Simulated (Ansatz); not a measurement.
BeS (h-MgO type): the band gap by level of theory

All numbers come from the plane-wave code Ansatz. The calculation is spin-unpolarised, and the structure need not be a phase that has been made.

Structure: BeS (h-MgO type) (it has left that coordination), at its r2SCAN minimum. It is hexagonal, P6_3/mmc (No. 194); a = 3.462 Å, c = 6.992 Å in the conventional setting, 18.15 Å³ an atom. Around Be lie 3 S at 2.00 Å; around S lie 3 Be at 2.00 Å.

```cif
data_structure
_symmetry_space_group_name_H-M 'P 1'
_symmetry_Int_Tables_number 1
_cell_length_a 3.4622
_cell_length_b 3.4622
_cell_length_c 6.9924
_cell_angle_alpha 90.000
_cell_angle_beta 90.000
_cell_angle_gamma 120.000
_cell_volume 72.59
loop_
_atom_site_label
_atom_site_type_symbol
_atom_site_fract_x
_atom_site_fract_y
_atom_site_fract_z
_atom_site_occupancy
Be1 Be 0.33333 0.66667 0.25000 1
Be2 Be 0.66667 0.33333 0.75000 1
S1 S 0.66667 0.33333 0.25000 1
S2 S 0.33333 0.66667 0.75000 1
```

Relaxed lattice by functional, symmetry kept:

| functional | k mesh | a (Å) | c (Å) | volume (Å³/atom) |
| --- | --- | --- | --- | --- |
| PBE | 12×12×6 | 3.460 | 7.704 | 19.97 |
| r2SCAN | 12×12×4 | 3.462 | 6.992 | 18.15 |
| PBEsol | 12×12×4 | 3.471 | 6.215 | 16.21 |
| LDA | 12×12×4 | 3.448 | 6.039 | 15.55 |
| HSE06 | 6×6×2 | 3.450 | 7.392 | 19.04 |

On this one geometry the levels give:
```tsv
level	k mesh	gap (eV)	kind	edges	least direct gap (eV)	rough cost
LDA	12×12×4	3.64	indirect	K–Γ (0.33) → L–M (0.36)	3.90	9 core-seconds
r2SCAN	12×12×4	4.39	indirect	K–Γ (0.33) → L–M (0.36)	4.64	21 core-seconds
HSE06	6×6×4	4.94	indirect	K–Γ (0.33) → L–M (0.36)	5.21	5 core-minutes
DDH-PBE0	6×6×4	5.50	indirect	K–Γ (0.33) → L–M (0.36)	5.77	6 core-minutes
PBE0	6×6×4	5.67	indirect	K–Γ (0.33) → L–M (0.36)	5.94	5 core-minutes
r2SCAN0	6×6×4	5.97	indirect	K–Γ (0.33) → L–M (0.36)	6.25	7 core-minutes
```
Wave cutoffs: 420 eV, 500 eV (r2SCAN, r2SCAN0).
Points off the special ones are mesh points or PBE's searched band edges, reused at the other levels. PBE's own run along the path (3.88 eV) came before the search for the edges and missed one, so it isn't listed. Set aside, since their points miss a band edge that the other levels read or their mesh is too coarse: LC-ωPBE.
Costs come from shared machines and give only the order. The runs had 2 threads of AMD EPYC (Zen 3) (shared host).

HSE06 gives an indirect gap of 4.94 eV, from K–Γ (0.33 of the way from K) to L–M (0.36 of the way from L); the least direct gap is 5.21 eV at L–M (0.50 of the way from L).

All these functionals give a gap of the same kind, indirect.

r2SCAN (ground state on 9×9×4): The electronic dielectric tensor ε∞ is 4.36 along x and y, 3.61 along z. Born charges, averaged over directions: Be +1.68, S -1.68 e. PBE (ground state on 9×9×4): The clamped-ion dielectric constant comes out as 4.67 along x and y, 3.86 along z. Born charges, averaged over directions: Be +1.66, S -1.66 e.

On the PBEsol cell (a = 3.471 Å, c = 6.215 Å), with PBEsol: 2 optical levels at Γ are imaginary (269i, 167i cm⁻¹, printed negative): the cell isn't a minimum and would distort. The program warns that the force constants, and all that is formed from them, aren't settled on this k mesh. ε∞: 5.14 along x and y, 5.65 along z. Born charges, averaged over directions: Be +1.84, S -1.84 e.

The meshes of the hybrids are coarse, so their gaps aren't converged to the digits shown.
